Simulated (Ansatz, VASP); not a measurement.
## One calculation of ZnSe, two programs

The input INCAR:

```
SYSTEM = ZnSe
PREC = Accurate ; ENCUT = 520
EDIFF = 1E-6 ; ISMEAR = -1
SIGMA = 0.02 ; LREAL = .FALSE.
LASPH = .TRUE. ; NELM = 60
ALGO = Normal ; ISIF = 2
LWAVE = .FALSE. ; LCHARG = .TRUE.
GGA = PE ; LELF = .TRUE.
LVHAR = .TRUE. ; NBANDS = 16
```

Contents of KPOINTS:

```
regular mesh
0
G
  8 8 8
  0 0 0
```

The input POSCAR:

```
ZnSe
1.0
    0.0000000000      2.8324206844      2.8324206844
    2.8324206844      0.0000000000      2.8324206844
    2.8324206844      2.8324206844      0.0000000000
Zn Se
1 1
Direct
    0.0000000000      0.0000000000      0.0000000000
    0.2500000000      0.2500000000      0.2500000000
```

Input for Ansatz:

```yaml
crystal:
  lattice:
    - [0.0, 2.8324206844, 2.8324206844]
    - [2.8324206844, 0.0, 2.8324206844]
    - [2.8324206844, 2.8324206844, 0.0]
  atoms:
    - { symbol: Zn, position: [0.0, 0.0, 0.0] }
    - { symbol: Se, position: [0.25, 0.25, 0.25] }
kpoints:
  mp_grid: { grid: [8, 8, 8] }
  band_path:
    path:
      - [0.0, 0.0, 0.0]
      - [-0.5, -0.5, 0.0]
      - [-0.375, -0.375, 0.25]
      - [-0.375, 0.0, 0.375]
      - [0.0, 0.0, 0.5]
      - [-0.5, -0.25, 0.25]
    npoints: 1
hamiltonian:
  xc: pbe
scf:
  occupations: { method: fermi_dirac, width: 0.02 }
  n_extra_bands: 4
output:
  forces: true
  stress: true
  eigenvalues: true
```

The cell was built by a generator and needn't be a form met in nature.

Alike in both runs: task single point; functional PBE; k mesh 8 × 8 × 8; occupations fermi-dirac, width 0.02 eV; no spin polarisation.

|  | VASP | Ansatz |
| --- | --- | --- |
| version | VASP 6.6.1 | Ansatz 0.2.0 |
| potentials or method | VASP PAW PBE potentials, release 64 (Zn, Se) | plane waves, PAW |
| plane-wave cutoff (eV) | 520 | 420 |
| valence electrons in the cell | 18 | 28 |

VASP gave:

```
gap on the k mesh at the Fermi level (eV) : 1.30
pressure (GPa)                            : 2.4
```

**Question.** Estimate Ansatz's values.

**Answer.** gap on the k mesh at the Fermi level (eV): 1.29; pressure (GPa): 2.2.

The two sets of potentials don't hold the same shells in valence.
